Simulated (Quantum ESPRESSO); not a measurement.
# AlN (P6_3mc) in Quantum ESPRESSO: a series of runs

One crystal, AlN, is run at these levels: PBEsol, PBE; tasks: single point.

Program: Quantum ESPRESSO 7.5. These are calculated values, not measurements. Logs are shortened: lines on timing, memory, paths and dates and some standing lists are left out, and cuts for length are marked.

**Measured values to compare with.**

“Self-assembly of well-separated AlN nanowires directly on sputtered metallic TiN films”, 2019, arxiv:1910.07391 quotes, for a bulk crystal of AlN at 10 K: band gap 6.034 eV (an exciton energy, a little under the gap).

How close the calculation comes is told below.

**1. Starting point**

Symmetry: P6_3mc, No. 186, hexagonal system. Conventional cell: a = 3.113 Å, b = 3.113 Å, c = 4.981 Å, α = 90.00°, β = 90.00°, γ = 120.00°. Al (site symmetry 3m) is surrounded by 4 N at 1.89 Å. N (site symmetry 3m) has 4 Al at 1.89 Å as nearest neighbours.

**2. Single point, PBEsol (volume scaled by 0.92)**

Contents of scf.in:

```
&CONTROL
  calculation = 'scf'
  prefix = 'pwscf'
  outdir = './tmp'
  pseudo_dir = './pseudo'
/
&SYSTEM
  ibrav = 0
  nat = 4
  ntyp = 2
  ecutwfc = 67
  ecutrho = 269
  nbnd = 14
  occupations = 'smearing'
  smearing = 'fd'
  degauss = 0.00367493
  force_symmorphic = .true.
/
&ELECTRONS
  conv_thr = 8d-10
  electron_maxstep = 120
  mixing_beta = 0.5
/
ATOMIC_SPECIES
Al    26.9815 Al.upf
N     14.0070 N.upf
CELL_PARAMETERS angstrom
   3.0276690160    0.0000000000    0.0000000000
  -1.5138345080    2.6220382821    0.0000000000
   0.0000000000    0.0000000000    4.8444649434
ATOMIC_POSITIONS crystal
Al     0.6666666667    0.3333333333    0.5000000000
Al     0.3333333333    0.6666666667    0.0000000000
N      0.6666666667    0.3333333333    0.8800000000
N      0.3333333333    0.6666666667    0.3800000000
K_POINTS automatic
12 12 6 0 0 0
```

Contents of nscf.in:

```
&CONTROL
  calculation = 'nscf'
  prefix = 'pwscf'
  outdir = './tmp'
  pseudo_dir = './pseudo'
/
&SYSTEM
  ibrav = 0
  nat = 4
  ntyp = 2
  ecutwfc = 67
  ecutrho = 269
  nbnd = 88
  occupations = 'fixed'
  force_symmorphic = .true.
/
&ELECTRONS
  conv_thr = 1d-08
  diago_full_acc = .true.
  diago_thr_init = 1d-06
/
ATOMIC_SPECIES
Al    26.9815 Al.upf
N     14.0070 N.upf
CELL_PARAMETERS angstrom
   3.0276690160    0.0000000000    0.0000000000
  -1.5138345080    2.6220382821    0.0000000000
   0.0000000000    0.0000000000    4.8444649434
ATOMIC_POSITIONS crystal
Al     0.6666666667    0.3333333333    0.5000000000
Al     0.3333333333    0.6666666667    0.0000000000
N      0.6666666667    0.3333333333    0.8800000000
N      0.3333333333    0.6666666667    0.3800000000
K_POINTS automatic
3 3 4 0 0 0
```

Potentials or basis: PseudoDojo 0.4.1 SR PBEsol standard.

Run with:

```console
OMP_NUM_THREADS=1 pw.x -in scf.in > scf.out
OMP_NUM_THREADS=1 pw.x -in nscf.in > nscf.out
```

scf.out:

```text
This program is part of the open-source Quantum ESPRESSO suite
     for quantum simulation of materials; please cite
[... 9 lines left out ...]
     --------------------
     sticks:   dense  smooth     PW     G-vecs:    dense   smooth      PW
     Sum         595     595    187                19265    19193    3201

     Using Slab Decomposition

     bravais-lattice index     =            0
     lattice parameter (alat)  =       5.7215  a.u.
     unit-cell volume          =     259.5314 (a.u.)^3
     number of atoms/cell      =            4
     number of atomic types    =            2
     number of electrons       =        16.00
     number of Kohn-Sham states=           14
     kinetic-energy cutoff     =      67.0000  Ry
     charge density cutoff     =     269.0000  Ry
     scf convergence threshold =      8.0E-10
     mixing beta               =       0.5000
     number of iterations used =            8  plain     mixing
     Exchange-correlation= PBESOL
                           (   1   4  10   8   0   0   0)

     celldm(1)=   5.721465  celldm(2)=   0.000000  celldm(3)=   0.000000
     celldm(4)=   0.000000  celldm(5)=   0.000000  celldm(6)=   0.000000

     crystal axes: (cart. coord. in units of alat)
               a(1) = (   1.000000   0.000000   0.000000 )
               a(2) = (  -0.500000   0.866025   0.000000 )
               a(3) = (   0.000000   0.000000   1.600064 )

     reciprocal axes: (cart. coord. in units 2 pi/alat)
               b(1) = (  1.000000  0.577350 -0.000000 )
               b(2) = (  0.000000  1.154701  0.000000 )
               b(3) = (  0.000000 -0.000000  0.624975 )

     PseudoPot. # 1 for Al read from file:
     Al.upf
     Pseudo is Norm-conserving + core correction, Zval =  3.0
     Generated using ONCVPSP code by D. R. Hamann
     Using radial grid of 1876 points,  6 beta functions with:
                l(1) =   0
                l(2) =   0
                l(3) =   1
                l(4) =   1
                l(5) =   2
                l(6) =   2

     PseudoPot. # 2 for N  read from file:
     N.upf
     Pseudo is Norm-conserving + core correction, Zval =  5.0
     Generated using ONCVPSP code by D. R. Hamann
     Using radial grid of 1058 points,  4 beta functions with:
                l(1) =   0
                l(2) =   0
                l(3) =   1
                l(4) =   1

     atomic species   valence    mass     pseudopotential
     Al                3.00    26.98150     Al( 1.00)
     N                 5.00    14.00700     N ( 1.00)

      6 Sym. Ops. (no inversion) found

   Cartesian axes

     site n.     atom                  positions (alat units)
         1        Al     tau(   1) = (   0.5000000   0.2886751   0.8000321  )
         2        Al     tau(   2) = (  -0.0000000   0.5773503   0.0000000  )
         3        N      tau(   3) = (   0.5000000   0.2886751   1.4080565  )
         4        N      tau(   4) = (  -0.0000000   0.5773503   0.6080244  )

     number of k points=   100  Fermi-Dirac smearing, width (Ry)=  0.0037

     Number of k-points >= 100: set verbosity='high' to print them.

     Dense  grid:    19265 G-vectors     FFT dimensions: (  30,  30,  48)

     Smooth grid:    19193 G-vectors     FFT dimensions: (  30,  30,  48)

     Initial potential from superposition of free atoms

     starting charge      15.9953, renormalised to      16.0000
     Starting wfcs are   16 randomized atomic wfcs

     Self-consistent Calculation

     iteration #  1     ecut=    67.00 Ry     beta= 0.50
     Davidson diagonalization with overlap
     ethr =  1.00E-02,  avg # of iterations =  4.4

     total energy              =     -50.70458169 Ry
     estimated scf accuracy    <       1.18470714 Ry

     iteration #  2     ecut=    67.00 Ry     beta= 0.50
     Davidson diagonalization with overlap
     ethr =  7.40E-03,  avg # of iterations =  2.0

     total energy              =     -51.02784682 Ry
     estimated scf accuracy    <       0.10873067 Ry

     iteration #  3     ecut=    67.00 Ry     beta= 0.50
     Davidson diagonalization with overlap
     ethr =  6.80E-04,  avg # of iterations =  2.3

     total energy              =     -51.04115946 Ry
     estimated scf accuracy    <       0.00894871 Ry

     iteration #  4     ecut=    67.00 Ry     beta= 0.50
     Davidson diagonalization with overlap
     ethr =  5.59E-05,  avg # of iterations =  7.0

     total energy              =     -51.04305010 Ry
     estimated scf accuracy    <       0.00478811 Ry

     iteration #  5     ecut=    67.00 Ry     beta= 0.50
     Davidson diagonalization with overlap
     ethr =  2.99E-05,  avg # of iterations =  2.6

     total energy              =     -51.04322135 Ry
     estimated scf accuracy    <       0.00051672 Ry

     iteration #  6     ecut=    67.00 Ry     beta= 0.50
     Davidson diagonalization with overlap
     ethr =  3.23E-06,  avg # of iterations =  4.8

     total energy              =     -51.04331782 Ry
     estimated scf accuracy    <       0.00000957 Ry

     iteration #  7     ecut=    67.00 Ry     beta= 0.50
     Davidson diagonalization with overlap
     ethr =  5.98E-08,  avg # of iterations =  3.4

     total energy              =     -51.04332462 Ry
     estimated scf accuracy    <       0.00001774 Ry

     iteration #  8     ecut=    67.00 Ry     beta= 0.50
     Davidson diagonalization with overlap
     ethr =  5.98E-08,  avg # of iterations =  2.0

     total energy              =     -51.04332566 Ry
     estimated scf accuracy    <       0.00000144 Ry

     iteration #  9     ecut=    67.00 Ry     beta= 0.50
     Davidson diagonalization with overlap
     ethr =  8.97E-09,  avg # of iterations =  2.0

     total energy              =     -51.04332598 Ry
     estimated scf accuracy    <          3.5E-09 Ry

     iteration # 10     ecut=    67.00 Ry     beta= 0.50
     Davidson diagonalization with overlap
     ethr =  2.21E-11,  avg # of iterations =  4.3

     End of self-consistent calculation

     Number of k-points >= 100: set verbosity='high' to print the bands.

     the Fermi energy is    10.8668 ev

!    total energy              =     -51.04332599 Ry
     estimated scf accuracy    <          3.0E-10 Ry
     smearing contrib. (-TS)   =       0.00000000 Ry
     internal energy E=F+TS    =     -51.04332599 Ry

     The total energy is F=E-TS. E is the sum of the following terms:
     one-electron contribution =      -0.18676431 Ry
     hartree contribution      =      10.90530047 Ry
     xc contribution           =     -17.04980386 Ry
     ewald contribution        =     -44.71205828 Ry

     convergence has been achieved in  10 iterations

=------------------------------------------------------------------------------=
   JOB DONE.
=------------------------------------------------------------------------------=
```

Run time: 64 s. Hardware: 1 thread of Arm Neoverse V1, shared host; peak memory 0.09 GiB.

What came out:

| Item | Value |
| --- | --- |
| Band gap on the k mesh, mean-field level | 4.88 eV, direct |

Levels at points of the mesh, in eV from the valence-band top:
```
            k point  band 6  band 7  band 8  band 9  band 10  band 11
 (0.00, 0.00, 0.00)   -0.20   -0.20    0.00    4.88     7.30    11.17
(0.00, 0.00, -0.50)   -0.55   -0.55   -0.55    7.10     7.10    10.91
```

Caveat: the k mesh is coarse (spacing up to 0.80 Å⁻¹), so the values aren't converged; an odd mesh through Γ misses points on the zone boundary, where band edges often lie.

**3. Single point, PBE**

Changes to scf.in since step 2:

```diff
@@ -10,4 +10,3 @@
   ntyp = 2
-  ecutwfc = 67
-  ecutrho = 269
+  ecutwfc = 84
   nbnd = 14
@@ -27,5 +26,5 @@
 CELL_PARAMETERS angstrom
-   3.0276690160    0.0000000000    0.0000000000
-  -1.5138345080    2.6220382821    0.0000000000
-   0.0000000000    0.0000000000    4.8444649434
+   3.1130000000    0.0000000000    0.0000000000
+  -1.5565000000    2.6959370820    0.0000000000
+   0.0000000000    0.0000000000    4.9810000000
 ATOMIC_POSITIONS crystal
@@ -36,2 +35,2 @@
 K_POINTS automatic
-12 12 6 0 0 0
+12 12 8 0 0 0
```

Changes to nscf.in since step 2:

```diff
@@ -10,5 +10,4 @@
   ntyp = 2
-  ecutwfc = 67
-  ecutrho = 269
-  nbnd = 88
+  ecutwfc = 84
+  nbnd = 38
   occupations = 'fixed'
@@ -25,5 +24,5 @@
 CELL_PARAMETERS angstrom
-   3.0276690160    0.0000000000    0.0000000000
-  -1.5138345080    2.6220382821    0.0000000000
-   0.0000000000    0.0000000000    4.8444649434
+   3.1130000000    0.0000000000    0.0000000000
+  -1.5565000000    2.6959370820    0.0000000000
+   0.0000000000    0.0000000000    4.9810000000
 ATOMIC_POSITIONS crystal
@@ -34,2 +33,2 @@
 K_POINTS automatic
-3 3 4 0 0 0
+12 12 8 0 0 0
```

Potentials or basis: PseudoDojo 0.4.1 SR PBE standard.

Run with:

```console
OMP_NUM_THREADS=1 pw.x -in scf.in > scf.out
OMP_NUM_THREADS=1 pw.x -in nscf.in > nscf.out
```

It took 3.7 min on 1 thread of AMD EPYC 7R43 (Zen 3), shared host; peak memory 0.15 GiB.

It converged, with:

| Quantity | Value |
| --- | --- |
| Band gap on the k mesh, mean-field level | 4.22 eV, direct |

Levels at points of the mesh, in eV from the valence-band top:
```csv
k point,band 5,band 6,band 7,band 8,band 9,band 10,band 11,band 12
"(0.00, 0.00, 0.00)",-0.83,-0.18,-0.18,0.00,4.22,6.68,10.59,11.19
"(0.00, 0.00, -0.50)",-0.52,-0.52,-0.52,-0.52,6.47,6.47,10.35,10.35
"(0.00, -0.50, 0.00)",-3.33,-2.06,-1.77,-0.66,5.83,5.84,8.21,10.30
"(0.00, -0.50, -0.50)",-1.44,-1.44,-1.35,-1.35,5.34,5.34,9.32,9.32
```

**4. How close it comes**

Step 3. Against the measured gap of AlN, 6.034 eV (an exciton energy, a little under the gap; 10 K; quoted in “Self-assembly of well-separated AlN nanowires directly on sputtered metallic TiN films”, 2019, arxiv:1910.07391), the calculated 4.22 eV is off by -1.81 eV. 2 values of this kind are on record (6.034 to 6.0343 eV); this one was drawn at random. The value is that of PBE on a finite k mesh, which can miss the band edges, without temperature or zero-point motion. Semilocal functionals fall short of measured gaps as a rule.
